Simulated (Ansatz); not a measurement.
# The stack of blue phosphorene under Hf2CO2 MXene, shifted by two thirds of the diagonal between two gates

Aim: charge, voltage and capacitance of the stack of blue phosphorene under Hf2CO2 MXene, shifted by two thirds of the diagonal in a field-effect set-up.

Program: Ansatz 0.2.0. Level of theory: plane-wave DFT, PBE-D3(BJ), Ansatz PAW. Results are calculated unless marked as measured.

Most raw output is cut from this account.

## (1) Set-up

The cell holds 7 atoms: 2 P, 2 O, 2 Hf and 1 C. Cell: a = 3.284 Å, b = 3.284 Å, c = 49.443 Å, α = 90.0°, β = 90.0°, γ = 120.0°. Regions: layer 1: blue phosphorene, 2 atoms (2 P); layer 2: Hf2CO2 MXene, 5 atoms (2 O, 2 Hf and 1 C). Vacuum lies along c.

## (2) Relaxation

The starting cell is a guess, so the in-plane lattice and the atoms are relaxed first, with the slab cut off from its images along the normal.

Contents of input.yaml:

```yaml
crystal:
  lattice:
    - [3.2845, 0.0, 0.0]
    - [-1.64225, 2.8444604387, 0.0]
    - [0.0, 0.0, 49.4429467946]
  atoms:
    - { symbol: P, position: [0.6666666667, 0.3333333333, 0.4065291675] }
    - { symbol: P, position: [0.3333333333, 0.6666666667, 0.4316085788] }
    - { symbol: O, position: [0.0, 0.0, 0.4932958406] }
    - { symbol: Hf, position: [0.3333333333, 0.6666666667, 0.5171358764] }
    - { symbol: C, position: [0.6666666667, 0.3333333333, 0.5433833365] }
    - { symbol: Hf, position: [0.0, 0.0, 0.5696307967] }
    - { symbol: O, position: [0.3333333333, 0.6666666667, 0.5934708325] }
  periodic: [true, true, false]
kpoints:
  mp_grid: { grid: [12, 12, 1] }
hamiltonian:
  xc: pbe
  dispersion: d3bj
scf:
  occupations: { method: fermi_dirac, width: 0.05 }
  convergence: { dr2_threshold: 1.0e-09 }
relax:
  f_tol: 0.004
  max_steps: 90
  cell: {}
output:
  write_potential: true
  write_density: true
  volumetric_format: npy
```

Run with:

```
$ ansatz run input.yaml --threads 4 --pin off --max-ram 12288MiB --backend cpu --events-out ev --progress --plain --runs-dir out
```

The job ended after 2.8 min (4 threads of Arm Neoverse V1, shared host; peak memory 1 GiB).

Relaxation path:

```csv
step,energy less that of the first step (eV),largest force component (eV/Å),volume (Å³)
1,0.0000,4.4772,461.93
2,-0.6045,3.2857,456.34
3,-0.8908,0.2428,466.21
4,-0.9162,0.6161,452.52
5,-0.9453,0.0581,456.71
6,-0.9461,0.0419,456.37
7,-0.9464,0.0126,456.02
8,-0.9464,0.0015,455.98
9*,-0.9438,0.0015,455.98
10,-0.9439,0.0004,455.87
11*,-0.9438,0.0004,455.87
```

Relaxation steps marked * repeat the geometry before them on a plane-wave basis chosen anew for their cell, so energy and pressure can jump there.

The run keeps the 6 symmetry operations that it works with, so distortions that break them were not tested.

```csv
cell as run,before,after,change
a (Å),3.284,3.263,-0.7 %
b (Å),3.284,3.263,-0.7 %
```

The atoms that moved most (Å, along periodic axes as changes of fractional coordinates times the final cell, across vacuum about the mean position):

```csv
atom,dx,dy,dz,length
P1,0.000,0.000,0.294,0.294
P2,0.000,0.000,0.293,0.293
O7,0.000,0.000,-0.283,0.283
Hf4,0.000,0.000,-0.197,0.197
C5,0.000,0.000,-0.119,0.119
O3,0.000,0.000,0.054,0.054
Hf6,0.000,0.000,-0.042,0.042
```

The lattice constant a goes from 3.284 to 3.263 Å.

## (3) Gated layer, added electrons 0, start network

The slab is cut off from its images along the normal. A charged sheet stands for each gate, the layer takes the opposite charge, and a barrier ahead of the sheet keeps electrons from leaking to it. The uncharged case sets the zero; a dense mesh is needed because few carriers fill a small part of the zone.

The cell differs from the one that the last finished run ended in (c 49.443 → 47.865 Å).

Contents of input.yaml:

```yaml
crystal:
  lattice:
    - [3.2628902324, 0.0, 0.0]
    - [-1.6314451162, 2.8257458311, 0.0]
    - [0.0, 0.0, 47.865367965]
  atoms:
    - { symbol: P, position: [0.6666666667, 0.3333333333, 0.409481862] }
    - { symbol: P, position: [0.3333333333, 0.6666666667, 0.435355127] }
    - { symbol: O, position: [0.0, 0.0, 0.4940885175] }
    - { symbol: Hf, position: [0.3333333333, 0.6666666667, 0.5134661499] }
    - { symbol: C, position: [0.6666666667, 0.3333333333, 0.5422046803] }
    - { symbol: Hf, position: [0.0, 0.0, 0.570931734] }
    - { symbol: O, position: [0.3333333333, 0.6666666667, 0.590518138] }
  periodic: [true, true, false]
  symmetry: { detect: true }
kpoints:
  mp_grid: { grid: [66, 66, 1] }
  band_path:
    path: [[0, 0, 0], [0.5, 0, 0], [0.33333333, 0.33333333, 0], [0, 0, 0]]
    npoints: 16
hamiltonian:
  xc: pbe
  dispersion: d3bj
scf:
  occupations: { method: fermi_dirac, width: 0.05 }
  convergence: { dr2_threshold: 1.0e-10 }
output:
  forces: true
  eigenvalues: true
  dos: { projected: true, e_range: [-3, 3], de: 0.01 }
  write_potential: true
  write_density: true
  volumetric_format: npy
  elf: true
external_charges:
  - { charge: 0, barrier: 10, axis: 3, height: 30.765, sigma: 0.25 }
  - { charge: 0, barrier: 10, axis: 3, height: 17.1, sigma: 0.25 }
```

Elapsed: 7.6 min, on 4 threads; peak memory 4.7 GiB.

This step gave:

- gap along the path: 0.9379 eV
- smallest direct gap along the path: 2.079 eV
- gap, the smaller of path and mesh: 0.9379 eV
- potential beyond the upper barrier and gate, less the barrier, from the Fermi level: 4.869 eV

Running mean over a fixed 2.5 Å (it still follows the layers) of the planar mean; beyond a gate it holds the 10 eV model barrier. The electron's electrostatic potential energy less the Fermi level by z:

z (Å), electron's electrostatic potential energy less the Fermi level (eV) and a bar from the least value:
```
        4       14.6 ##############################
        5       14.6 ##############################
        6       14.6 ##############################
        7       14.6 ##############################
        8       14.6 ##############################
        9       14.6 ##############################
       10       14.6 ##############################
       11       14.6 ##############################
       12       14.6 ##############################
       13       14.6 ##############################
       14       14.6 ##############################
       15       14.6 ##############################
       16       13.7 #############################
       17        9.8 ########################
       18        3.8 #################
       19       -4.1 #######
       20       -9.9 
       21       -6.8 ####
       22       -1.2 ###########
       23       -2.2 #########
       24       -8.2 ##
       25      -10.1 
       26       -8.7 ##
       27      -10.2 
       28       -7.8 ###
       29       -1.0 ###########
       30        6.3 ####################
       31       10.8 #########################
       32       14.4 #############################
       33       14.9 ##############################
       34       14.9 ##############################
       35       14.9 ##############################
       36       14.9 ##############################
       37       14.9 ##############################
       38       14.9 ##############################
       39       14.9 ##############################
       40       14.9 ##############################
       41       14.9 ##############################
       42       14.9 ##############################
       43       14.9 ##############################
       44       14.9 ##############################
```

The density of states has structure finer than the step of the table below, so its rows give means over 0.2 eV, whole bins alone (the curve runs from -3 to 2.5 eV). Peaks (eV: height): -2.95: 5.53, -2.53: 5.18, -1.96: 10.2, -1.81: 6.03, -1.62: 8.08, -1.17: 6.21, 1.89: 5.10.

Density of states against energy, zero at the Fermi level of the run, which the smearing sets inside the gap; means over each step:

energy (eV), density of states (states/eV a cell) and a bar:
```
     -2.8        2.7 ##############
     -2.6        3.0 ###############
     -2.4        3.5 ##################
     -2.2        3.6 ###################
     -2.0        5.9 ##############################
     -1.8        4.0 #####################
     -1.6        4.9 #########################
     -1.4        2.3 ############
     -1.2        3.3 #################
     -1.0        0.9 #####
     -0.8        0.4 ##
     -0.6        0.3 #
     -0.4        0.1 
     -0.2        0.0 
      0.0        0.0 
      0.2        0.0 
      0.4        0.0 
      0.6        1.1 #####
      0.8        1.6 ########
      1.0        2.1 ###########
      1.2        2.5 #############
      1.4        3.2 #################
      1.6        2.6 #############
      1.8        3.0 ###############
      2.0        2.3 ############
      2.2        2.8 ##############
      2.4        1.9 ##########
```

Projected DOS per atom over height of the atomic layer and energy from the Fermi level. Layers: P P O Hf C Hf O from below.

Ten even steps from '_' (0.00 states/eV) to '@' (1.99 states/eV), each cell a mean:
```
::::__..__..__
----__..__..__
----__::__::__
::::__--__::__
::::__--__--__
::::__::__::__
....__..__..__
______..__..__
______________
______________
______________
______________
______________
________..____
====..__::____
----____::____
::::::::%%..::
::::::::@@::::
::::....##....
----....==....
::::__..==..__
......::++::::
```
Columns: height of the atomic layer (Å) from 19.6 to 28.3 (not evenly spaced); rows upwards: energy from the Fermi level (eV) from -2.98 to 2.47.

The electronic bands at the labelled points (eV, zero at the Fermi level of the run, which the smearing sets inside the gap):

```csv
point,band 36,band 37,band 38,band 39,band 40,band 41,band 42,band 43
Γ,-1.38,-1.17,-0.43,-0.43,1.82,1.82,2.18,2.64
halfway,-2.74,-1.61,-1.48,-1.22,0.97,1.14,3.10,3.23
M,-3.56,-2.55,-1.93,-1.58,0.51,0.76,2.19,3.18
halfway,-3.36,-2.59,-2.46,-2.18,1.36,1.81,3.03,3.27
K,-3.01,-2.91,-2.90,-2.83,0.96,2.16,2.97,3.17
halfway,-2.92,-2.18,-1.68,-1.20,1.54,2.29,2.71,3.04
Γ,-1.38,-1.17,-0.43,-0.43,1.82,1.82,2.18,2.64
```

Force by atom:

```csv
atom,x (eV/Å),y (eV/Å),z (eV/Å),size
P1,0.000,0.000,0.124,0.124
P2,0.000,0.000,0.022,0.022
O3,0.000,0.000,-0.001,0.001
Hf4,0.000,0.000,0.001,0.001
C5,0.000,0.000,0.000,0.000
Hf6,0.000,0.000,-0.017,0.017
O7,0.000,0.000,-0.012,0.012
```

Electrostatic potential energy in the ca plane at fractional y = 0.667, with atoms of P and Hf and O within 0.2 Å of it. With pseudopotentials it is smooth inside the atoms' cores, unlike the true potential.

Values in eV, 5 rows by 16 columns, each cell a mean:
```
 10  10   9   1  -3 -12  -6  -2  -1  -4  -7  -5 -11 -19  -5   0
 10  10   9   1  -2  -9 -10  -5  -1  -6 -16  -7  -8 -14  -4   0
 10  10   9   1  -1  -6 -39 -23  -2 -17 -43 -20  -4 -14 -26   0
 10  10   9   1  -1  -7 -45 -28  -2 -20 -44 -23  -4 -18 -36   0
 10  10   9   1  -2  -7 -19 -10  -1  -9 -27 -11  -6 -11  -8   0
```
Columns run along c (16.0 Å, from fractional 0.30 to 0.63 of the cell; values clipped at the 3rd and 97th percentile), rows up along a (3.3 Å). Atoms in or near the plane, at fractional coordinates: P at (0.44, 0.33), Hf at (0.51, 0.33), O at (0.59, 0.33).

ELF in the ca plane at fractional y = 0.667, with atoms of P and Hf and O within 0.2 Å of it. It is the smooth field of the valence electrons, not physical close to the nuclei.

Values, 5 rows by 16 columns, each cell a mean:
```
0.00 0.00 0.00 0.21 0.71 0.66 0.44 0.15 0.13 0.57 0.21 0.61 0.40 0.22 0.08 0.02
0.00 0.00 0.00 0.12 0.51 0.63 0.64 0.50 0.11 0.34 0.21 0.44 0.34 0.17 0.37 0.14
0.00 0.00 0.00 0.01 0.10 0.40 0.46 0.84 0.28 0.22 0.77 0.31 0.19 0.52 0.76 0.42
0.00 0.00 0.00 0.01 0.04 0.33 0.25 0.81 0.35 0.29 0.82 0.35 0.14 0.59 0.69 0.47
0.00 0.00 0.00 0.05 0.31 0.56 0.71 0.74 0.15 0.22 0.40 0.32 0.29 0.27 0.62 0.26
```
Columns run along c (16.0 Å, from fractional 0.30 to 0.63 of the cell), rows up along a (3.3 Å). Atoms in or near the plane, at fractional coordinates: P at (0.44, 0.33), Hf at (0.51, 0.33), O at (0.59, 0.33).

Valence density in the ca plane at fractional y = 0.667, with atoms of P and Hf and O within 0.2 Å of it. It is the smooth field of the valence electrons, not physical close to the nuclei.

Values in e/Å³, 5 rows by 16 columns, each cell a mean:
```
 0  0  0  0  0  0  0  0  0  0  0  1  0  0  0  0
 0  0  0  0  0  0  0  0  1  0  0  0  0  0  0  0
 0  0  0  0  1  1  0  1 11  2  0  1  3  0  0  0
 0  0  0  0  0  1  0  1 18  3  0  1  4  0  0  0
 0  0  0  0  1  0  0  0  2  1  0  0  1  0  0  0
```
Columns run along c (16.0 Å, from fractional 0.34 to 0.67 of the cell), rows up along a (3.3 Å). Atoms in or near the plane, at fractional coordinates: P at (0.44, 0.33), Hf at (0.51, 0.33), O at (0.59, 0.33).

The gap, the smaller of path and mesh, is 0.938 eV.

## (4) Gated layer, added electrons 0.5×10¹³ per cm²

Changes to input.yaml since step 3:

```diff
@@ -15,2 +15,3 @@
   symmetry: { detect: true }
+total_charge: -0.00461
 kpoints:
@@ -29,3 +30,2 @@
   eigenvalues: true
-  dos: { projected: true, e_range: [-3, 3], de: 0.01 }
   write_potential: true
@@ -33,5 +33,6 @@
   volumetric_format: npy
-  elf: true
 external_charges:
   - { charge: 0, barrier: 10, axis: 3, height: 30.765, sigma: 0.25 }
+  - { charge: 0.002305, axis: 3, height: 32.265, sigma: 0.33 }
   - { charge: 0, barrier: 10, axis: 3, height: 17.1, sigma: 0.25 }
+  - { charge: 0.002305, axis: 3, height: 15.6, sigma: 0.33 }
```

Wall time 9.2 min (4 threads); peak memory 4.7 GiB; 37 min of CPU time.

This step gave:

| Property | Result |
| --- | --- |
| energy at zero smearing | -34347.7604 eV |
| potential beyond the upper barrier and gate, less the barrier, from the Fermi level | 4.335 eV |

The electronic bands at the labelled points (eV, zero at the Fermi level):

```csv
point,band 36,band 37,band 38,band 39,band 40,band 41,band 42,band 43
Γ,-1.78,-1.56,-0.81,-0.81,1.45,1.45,1.80,2.24
halfway,-3.14,-1.99,-1.86,-1.62,0.58,0.75,2.72,2.85
M,-3.94,-2.95,-2.31,-1.96,0.13,0.36,1.79,2.80
halfway,-3.74,-2.98,-2.85,-2.55,0.98,1.41,2.62,2.88
K,-3.42,-3.29,-3.28,-3.21,0.55,1.78,2.59,2.79
halfway,-3.30,-2.56,-2.06,-1.60,1.16,1.88,2.33,2.63
Γ,-1.78,-1.56,-0.81,-0.81,1.45,1.45,1.80,2.24
```

Force by atom:

```csv
atom,x (eV/Å),y (eV/Å),z (eV/Å),size
P1,0.000,0.000,0.128,0.128
P2,0.000,0.000,0.021,0.021
O3,0.000,0.000,-0.016,0.016
Hf4,0.000,0.000,0.020,0.020
C5,0.000,0.000,0.004,0.004
Hf6,0.000,0.000,-0.047,0.047
O7,0.000,0.000,0.010,0.010
```

Against the uncharged case this takes +0.53 V.

## (5) Gated layer, added electrons -0.5×10¹³ per cm²

Changes to input.yaml since step 4:

```diff
@@ -15,3 +15,3 @@
   symmetry: { detect: true }
-total_charge: -0.00461
+total_charge: 0.00461
 kpoints:
@@ -35,4 +35,4 @@
   - { charge: 0, barrier: 10, axis: 3, height: 30.765, sigma: 0.25 }
-  - { charge: 0.002305, axis: 3, height: 32.265, sigma: 0.33 }
+  - { charge: -0.002305, axis: 3, height: 32.265, sigma: 0.33 }
   - { charge: 0, barrier: 10, axis: 3, height: 17.1, sigma: 0.25 }
-  - { charge: 0.002305, axis: 3, height: 15.6, sigma: 0.33 }
+  - { charge: -0.002305, axis: 3, height: 15.6, sigma: 0.33 }
```

Elapsed: 9 min, on 4 threads; peak memory 4.7 GiB; 36 min of CPU time.

Electronic bands along the path, in eV, zero at the Fermi level:

```csv
point,band 36,band 37,band 38,band 39,band 40,band 41,band 42,band 43
Γ,-0.94,-0.74,-0.04,-0.04,2.22,2.22,2.58,3.08
halfway,-2.30,-1.22,-1.09,-0.78,1.39,1.56,3.50,3.63
M,-3.12,-2.11,-1.54,-1.19,0.90,1.20,2.62,3.58
halfway,-2.97,-2.18,-2.05,-1.78,1.77,2.24,3.46,3.68
K,-2.57,-2.52,-2.51,-2.43,1.39,2.55,3.38,3.57
halfway,-2.52,-1.79,-1.29,-0.76,1.93,2.72,3.11,3.48
Γ,-0.94,-0.74,-0.04,-0.04,2.22,2.22,2.58,3.08
```

Against the uncharged case this takes -0.56 V.

## (6) Gated layer, added electrons 2×10¹³ per cm²

Changes to input.yaml since step 5:

```diff
@@ -15,3 +15,3 @@
   symmetry: { detect: true }
-total_charge: 0.00461
+total_charge: -0.01844
 kpoints:
@@ -35,4 +35,4 @@
   - { charge: 0, barrier: 10, axis: 3, height: 30.765, sigma: 0.25 }
-  - { charge: -0.002305, axis: 3, height: 32.265, sigma: 0.33 }
+  - { charge: 0.00922, axis: 3, height: 32.265, sigma: 0.33 }
   - { charge: 0, barrier: 10, axis: 3, height: 17.1, sigma: 0.25 }
-  - { charge: -0.002305, axis: 3, height: 15.6, sigma: 0.33 }
+  - { charge: 0.00922, axis: 3, height: 15.6, sigma: 0.33 }
```

Wall time 8.3 min (4 threads); peak memory 4.7 GiB; 33 min of CPU time.

Against the uncharged case this takes +1.05 V.

## (7) Gated layer, added electrons -2×10¹³ per cm²

Changes to input.yaml since step 6:

```diff
@@ -15,3 +15,3 @@
   symmetry: { detect: true }
-total_charge: -0.01844
+total_charge: 0.01844
 kpoints:
@@ -35,4 +35,4 @@
   - { charge: 0, barrier: 10, axis: 3, height: 30.765, sigma: 0.25 }
-  - { charge: 0.00922, axis: 3, height: 32.265, sigma: 0.33 }
+  - { charge: -0.00922, axis: 3, height: 32.265, sigma: 0.33 }
   - { charge: 0, barrier: 10, axis: 3, height: 17.1, sigma: 0.25 }
-  - { charge: 0.00922, axis: 3, height: 15.6, sigma: 0.33 }
+  - { charge: -0.00922, axis: 3, height: 15.6, sigma: 0.33 }
```

Run time: 8.4 min. Hardware: 4 threads; peak memory 4.7 GiB.

Against the uncharged case this takes -1.17 V.

## (8) Gated layer, added electrons 6×10¹³ per cm²

Changes to input.yaml since step 7:

```diff
@@ -15,3 +15,3 @@
   symmetry: { detect: true }
-total_charge: 0.01844
+total_charge: -0.05532
 kpoints:
@@ -30,2 +30,3 @@
   eigenvalues: true
+  dos: { projected: true, e_range: [-3, 3], de: 0.01 }
   write_potential: true
@@ -33,6 +34,7 @@
   volumetric_format: npy
+  elf: true
 external_charges:
   - { charge: 0, barrier: 10, axis: 3, height: 30.765, sigma: 0.25 }
-  - { charge: -0.00922, axis: 3, height: 32.265, sigma: 0.33 }
+  - { charge: 0.02766, axis: 3, height: 32.265, sigma: 0.33 }
   - { charge: 0, barrier: 10, axis: 3, height: 17.1, sigma: 0.25 }
-  - { charge: -0.00922, axis: 3, height: 15.6, sigma: 0.33 }
+  - { charge: 0.02766, axis: 3, height: 15.6, sigma: 0.33 }
```

Run time: 8.6 min. Hardware: 4 threads; peak memory 4.7 GiB; 34 min of CPU time.

Against the uncharged case this takes +2.27 V.

## (9) Gated layer, added electrons -6×10¹³ per cm²

Changes to input.yaml since step 8:

```diff
@@ -15,3 +15,3 @@
   symmetry: { detect: true }
-total_charge: -0.05532
+total_charge: 0.05532
 kpoints:
@@ -37,4 +37,4 @@
   - { charge: 0, barrier: 10, axis: 3, height: 30.765, sigma: 0.25 }
-  - { charge: 0.02766, axis: 3, height: 32.265, sigma: 0.33 }
+  - { charge: -0.02766, axis: 3, height: 32.265, sigma: 0.33 }
   - { charge: 0, barrier: 10, axis: 3, height: 17.1, sigma: 0.25 }
-  - { charge: 0.02766, axis: 3, height: 15.6, sigma: 0.33 }
+  - { charge: -0.02766, axis: 3, height: 15.6, sigma: 0.33 }
```

The job ended after 8.8 min (4 threads; peak memory 4.7 GiB).

Against the uncharged case this takes -2.55 V.

(Continued in part 2 of 2.)

[Logs are printed without paths, hosts, clocks, repeated set-up lines and the standing remarks that a program may print on its own settings, such as how far it seeks lower states.]

[Hosts, paths, dates, database ids (printed as entryN), source tags and the programs' standing remarks are cut or masked in the printed files.]

[Maps of the electrostatic potential energy from Ansatz leave out the sawtooth potential of an applied field or a dipole correction, so their vacuum need not be flat; planar profiles and work functions include it.]
